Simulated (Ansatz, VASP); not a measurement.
HfO2: VASP beside Ansatz

```
Hf O
1.0
     0.00000    2.49677    2.49677
     2.49677    0.00000    2.49677
     2.49677    2.49677    0.00000
Hf O
1 2
Cartesian
  0.0000 0.0000 0.0000
  1.2484 1.2484 1.2484
  3.7452 3.7452 3.7452
```

Alike in both runs: task single point; functional PBE; k mesh 8 × 8 × 8; no spin polarisation.

```csv
,VASP,Ansatz
version,VASP 6.6.1,Ansatz 0.2.0
potentials or method,"VASP PAW PBE potentials, release 64 (Hf_pv, O)","plane waves, PAW"
plane-wave cutoff (eV),520,420
occupations,"gaussian, width 0.01 eV",fixed
valence electrons in the cell,22,38
```

```csv
,VASP,Ansatz,Ansatz less VASP
gap on the k mesh at the Fermi level (eV),3.92,3.89,-0.030
pressure (GPa),13.1,17.3,+4.20
```

The two sets of potentials don't hold the same shells in valence.

Caveats: spin-orbit coupling is left out, which moves the levels of the heavy elements. A k mesh can miss the band edges. As with any semilocal functional, this PBE gap is likely too small.
